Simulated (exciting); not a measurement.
# Pb (Fm-3m) in exciting: reference runs

Aim: a first look at Pb with PBE, on the cell as given and on a disturbed one, and energy against volume gives the equilibrium volume and stiffness.

Everything below comes from runs of exciting (release sodium). Logs are shortened: lines on timing, memory, paths and dates and some standing lists are left out, and cuts for length are marked.

## 1. The structure

Symmetry: Fm-3m, No. 225, cubic system. The conventional cell has a = 4.950 Å, b = 4.950 Å, c = 4.950 Å, α = 90.00°, β = 90.00°, γ = 90.00°. Around Pb (site symmetry m-3m) lie 12 Pb at 3.50 Å.

## 2. Single point, PBE

Contents of input.xml:

```xml
<input>
  <title>Pb</title>
  <structure speciespath="./" tshift="false">
    <crystal scale="1">
      <basevect>0.000000000000 4.677109952971 4.677109952971</basevect>
      <basevect>4.677109952971 0.000000000000 4.677109952971</basevect>
      <basevect>4.677109952971 4.677109952971 0.000000000000</basevect>
    </crystal>
    <species speciesfile="Pb.xml" rmt="2.3">
      <atom coord="0.000000000000 0.000000000000 0.000000000000"/>
    </species>
  </structure>
  <groundstate do="fromscratch" ngridk="9 9 9" rgkmax="9" gmaxvr="14" lmaxapw="10" lmaxmat="10" lmaxvr="8" xctype="GGA_PBE" stype="Fermi Dirac" swidth="0.00183747" nempty="8" ValenceRelativity="iora*" epsengy="1e-06" epspot="1e-06" maxscl="80" tforce="true" outputlevel="normal"/>
</input>
```

Potentials or basis: all-electron LAPW+lo, shipped species files, valence relativity iora*.

The run is started by

```
OMP_NUM_THREADS=1 exciting_smp
```

INFO.OUT:

```text
================================================================================
EXCITING SODIUM started
[... 10 lines left out ...]

 Lattice vectors (cartesian) :
      0.0000000000      4.6771099530      4.6771099530
      4.6771099530      0.0000000000      4.6771099530
      4.6771099530      4.6771099530      0.0000000000

 Reciprocal lattice vectors (cartesian) :
     -0.6716952745      0.6716952745      0.6716952745
      0.6716952745     -0.6716952745      0.6716952745
      0.6716952745      0.6716952745     -0.6716952745

 Unit cell volume                           :     204.6269046900
 Brillouin zone volume                      :       1.2122072306

 Species :    1 (Pb)
     parameters loaded from                 :    Pb.xml
     name                                   :    lead
     nuclear charge                         :     -82.00000000
     electronic charge                      :      82.00000000
     atomic mass                            :  377702.49410000
     muffin-tin radius                      :       2.30000000
     # of radial points in muffin-tin       :     450

     atomic positions (lattice) :
[... 7 lines left out ...]
 Number of crystal symmetries               :      48

 k-point grid                               :       9    9    9
 Total number of k-points                   :      35
 k-point set is reduced with crystal symmetries

 R^MT_min * |G+k|_max (rgkmax)              :       9.00000000
 Species with R^MT_min                      :       1 (Pb)
 Maximum |G+k| for APW functions            :       3.91304348
 Maximum |G| for potential and density      :      14.00000000

 G-vector grid sizes                        :      30    30    30
 Total number of G-vectors                  :    9409

 Maximum angular momentum used for
     APW functions                          :      10
     computing H and O matrix elements      :      10
     potential and density                  :       8
     inner part of muffin-tin               :       2

 Total nuclear charge                       :     -82.00000000
 Total electronic charge                    :      82.00000000
 Total core charge                          :      68.00000000
 Total valence charge                       :      14.00000000

 Number of empty states                     :       8
 Total number of valence states             :      16

 Maximum Hamiltonian size                   :     227
 Maximum number of plane-waves              :     213
 Total number of local-orbitals             :      14

 Exchange-correlation type                  :      20
[... 23 lines left out ...]
+ SCF iteration number :    1                                                  +
++++++++++++++++++++++++++++++++++++++++++++++++++++++++++++++++++++++++++++++++
 Total energy                               :    -20924.86168539
 _______________________________________________________________
 Fermi energy                               :         0.28576081
 Kinetic energy                             :     24373.62978172
 Coulomb energy                             :    -44908.18471762
 Exchange energy                            :      -385.25256697
 Correlation energy                         :        -5.05418253

 DOS at Fermi energy (states/Ha/cell)       :        10.52092321

 Electron charges :
     core                                   :        68.00000000
     core leakage                           :         0.01253673
     valence                                :        14.00000000
     interstitial                           :         2.95403647
     charge in muffin-tin spheres :
                  atom     1    Pb          :        79.04596353
     total charge in muffin-tins            :        79.04596353
     total charge                           :        82.00000000

++++++++++++++++++++++++++++++++++++++++++++++++++++++++++++++++++++++++++++++++
+ SCF iteration number :    2                                                  +
++++++++++++++++++++++++++++++++++++++++++++++++++++++++++++++++++++++++++++++++
 Total energy                               :    -20926.66015000
 _______________________________________________________________
 Fermi energy                               :         0.28073324
 Kinetic energy                             :     24372.09146993
 Coulomb energy                             :    -44908.42381824
 Exchange energy                            :      -385.27334366
 Correlation energy                         :        -5.05445804

 DOS at Fermi energy (states/Ha/cell)       :        10.60314228

 Electron charges :
     core                                   :        68.00000000
     core leakage                           :         0.01243625
     valence                                :        14.00000000
     interstitial                           :         2.94327437
     charge in muffin-tin spheres :
                  atom     1    Pb          :        79.05672563
     total charge in muffin-tins            :        79.05672563
     total charge                           :        82.00000000

 RMS change in effective potential (target) :  0.570705E-01  ( 0.100000E-05)
 Absolute change in total energy   (target) :   1.79846      ( 0.100000E-05)
 Charge distance                   (target) :  0.360235E-03  ( 0.100000E-04)
 Abs. change in max-nonIBS-force   (target) :   0.00000      ( 0.500000E-04)

++++++++++++++++++++++++++++++++++++++++++++++++++++++++++++++++++++++++++++++++
+ SCF iteration number :    3                                                  +
++++++++++++++++++++++++++++++++++++++++++++++++++++++++++++++++++++++++++++++++
 Total energy                               :    -20927.59419441
 _______________________________________________________________
 Fermi energy                               :         0.27666482
 Kinetic energy                             :     24371.15564232
 Coulomb energy                             :    -44908.41319402
 Exchange energy                            :      -385.28204566
 Correlation energy                         :        -5.05459705

 DOS at Fermi energy (states/Ha/cell)       :        10.66581679

 Electron charges :
     core                                   :        68.00000000
     core leakage                           :         0.01237756
     valence                                :        14.00000000
     interstitial                           :         2.93691098
     charge in muffin-tin spheres :
                  atom     1    Pb          :        79.06308902
     total charge in muffin-tins            :        79.06308902
     total charge                           :        82.00000000
[... 465 lines left out ...]
 DOS at Fermi energy (states/Ha/cell)       :        10.76896782

 Electron charges :
     core                                   :        68.00000000
     core leakage                           :         0.01229972
     valence                                :        14.00000000
     interstitial                           :         2.92940316
     charge in muffin-tin spheres :
                  atom     1    Pb          :        79.07059684
     total charge in muffin-tins            :        79.07059684
     total charge                           :        82.00000000

 RMS change in effective potential (target) :  0.164278E-09  ( 0.100000E-05)
 Absolute change in total energy   (target) :  0.319917E-06  ( 0.100000E-05)
 Charge distance                   (target) :  0.102236E-09  ( 0.100000E-04)
 Abs. change in max-nonIBS-force   (target) :   0.00000      ( 0.500000E-04)

++++++++++++++++++++++++++++++++++++++++++++++++++++++++++++++++++++++++++++++++
+ SCF iteration number :   21                                                  +
++++++++++++++++++++++++++++++++++++++++++++++++++++++++++++++++++++++++++++++++
 Total energy                               :    -20928.66279740
 _______________________________________________________________
 Fermi energy                               :         0.26580458
 Kinetic energy                             :     24369.69056071
 Coulomb energy                             :    -44908.01447809
 Exchange energy                            :      -385.28417874
 Correlation energy                         :        -5.05470128

 DOS at Fermi energy (states/Ha/cell)       :        10.76896782

 Electron charges :
     core                                   :        68.00000000
     core leakage                           :         0.01229972
     valence                                :        14.00000000
     interstitial                           :         2.92940316
     charge in muffin-tin spheres :
                  atom     1    Pb          :        79.07059684
     total charge in muffin-tins            :        79.07059684
     total charge                           :        82.00000000

 RMS change in effective potential (target) :  0.269615E-08  ( 0.100000E-05)
 Absolute change in total energy   (target) :  0.697251E-06  ( 0.100000E-05)
 Charge distance                   (target) :  0.318743E-09  ( 0.100000E-04)
 Abs. change in max-nonIBS-force   (target) :   0.00000      ( 0.500000E-04)

++++++++++++++++++++++++++++++++++++++++++++++++++++++++++++++++++++++++++++++++
| Convergency criteria checked for the last 2 iterations                       +
| Convergence targets achieved. Performing final SCF iteration                 +
++++++++++++++++++++++++++++++++++++++++++++++++++++++++++++++++++++++++++++++++
 Total energy                               :    -20928.66279781
 _______________________________________________________________
 Fermi energy                               :         0.26580458
 Kinetic energy                             :     24369.69056050
 Coulomb energy                             :    -44908.01447828
 Exchange energy                            :      -385.28417875
 Correlation energy                         :        -5.05470128

 DOS at Fermi energy (states/Ha/cell)       :        10.76896782

 Electron charges :
     core                                   :        68.00000000
     core leakage                           :         0.01229972
     valence                                :        14.00000000
     interstitial                           :         2.92940316
     charge in muffin-tin spheres :
                  atom     1    Pb          :        79.07059684
     total charge in muffin-tins            :        79.07059684
     total charge                           :        82.00000000

++++++++++++++++++++++++++++++++++++++++++++++++++++++++++++++++++++++++++++++++
+ Self-consistent loop stopped                                                 +
++++++++++++++++++++++++++++++++++++++++++++++++++++++++++++++++++++++++++++++++
 STATE.OUT is written

--------------------------------------------------------------------------------
- Writing atomic positions and forces                                          -
--------------------------------------------------------------------------------

 Atomic positions (lattice) :
 atom     1  Pb  :     0.00000000    0.00000000    0.00000000

 Total atomic forces including IBS (cartesian) :
 atom     1  Pb  :     0.00000000    0.00000000    0.00000000

 Atomic force components including IBS (cartesian) :
 atom     1  Pb  :     0.00000000    0.00000000    0.00000000   HF force
                 :     0.00000000    0.00000000    0.00000000   core correction
                 :     0.00000000    0.00000000    0.00000000   IBS correction

********************************************************************************
[... 7 lines left out ...]
| EXCITING SODIUM stopped                                                      =
================================================================================
```

It took 26 s on 1 thread of Intel Xeon 6975P-C (Granite Rapids), shared host; peak memory 0.11 GiB.

Results:

```yaml
Free_energy: -569497.9301 eV
Band_gap_on_the_k_mesh: none (metal or under the smearing width)
All_electrons_inside_the_program's_atomic_spheres: Pb 79.07 (radii Pb 2.3 bohr)
```

Caveat: the log's total energy holds no entropy term; the free energy is that total less TS from the occupations.

(Part 1 of 2 ends here.)
